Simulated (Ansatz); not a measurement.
GaP (F-43m), an elastic constant from a strain scan

Computed with DFT r2SCAN, scalar-relativistic, plane waves, PAW (Ansatz 0.2.0). Settings: plane waves to 500 eV, k-mesh 8×8×8 (Γ-centred), Gaussian smearing 0.05 eV. No spin polarisation. Energies are free energies at this smearing, counted from the undisturbed cell; pressure is positive in compression.

The undisturbed cell (as given, not relaxed at this level; it stands at 0.0 GPa):

```
Ga P
1.0
     0.00000    2.72525    2.72525
     2.72525    0.00000    2.72525
     2.72525    2.72525    0.00000
Ga P
1 1
Direct
  0.00000 0.00000 0.00000
  0.75000 0.75000 0.75000
```

The cell is strained by ε times the Voigt pattern (1, 0, 0, 0, 0, 0) (xx, yy, zz, yz, xz, xy; engineering shear) with fractional coordinates fixed. The cell holds 2 atoms in V0 = 40.48 Å³. The stress column is τ = (1/V0) dE/dε, got from the stress tensor σ (compression positive) at each point as −det(1 + εP) σ : P(1 + εP)⁻¹, with P the pattern as a tensor.

| ε | ΔE (meV/atom) | τ (GPa) |
| --- | --- | --- |
| -0.1000 | 96.980 | -15.783 |
| -0.0750 | 53.801 | -11.587 |
| -0.0500 | 23.611 | -7.559 |
| -0.0250 | 5.870 | -3.707 |
| 0.0000 | 0.000 | -0.043 |
| 0.0250 | 5.392 | 3.422 |
| 0.0500 | 21.395 | 6.679 |
| 0.0750 | 47.349 | 9.721 |
| 0.0875 | 63.842 | 11.159 |
| 0.1000 | ? | ? |

**Question.** Which combination of elastic constants does this scan measure, and how large is it?

**Answer.** For small ε, τ = τ0 + Kε with K = pᵀCp, which for this pattern is C11 in the cubic axes. The parabola through τ at ε = -0.0250, 0 and 0.0250 has slope K = 143 GPa at zero. The energies per cell, E = NΔE, of the same two points give K = 2[E(ε₊)/ε₊ − E(ε₋)/ε₋]/[(ε₊ − ε₋)V0] = 143 GPa, in agreement.

**Question.** Predict the withheld row at ε = 0.1000 from the harmonic law, and compare.

**Answer.** ΔE = V0(τ0 ε + Kε²/2)/N = 89.514 meV/atom and τ = 14.21 GPa. The calculation gives 82.564 meV/atom and 12.54 GPa: the energy lies 8 % below the harmonic value, as bonds soften when stretched.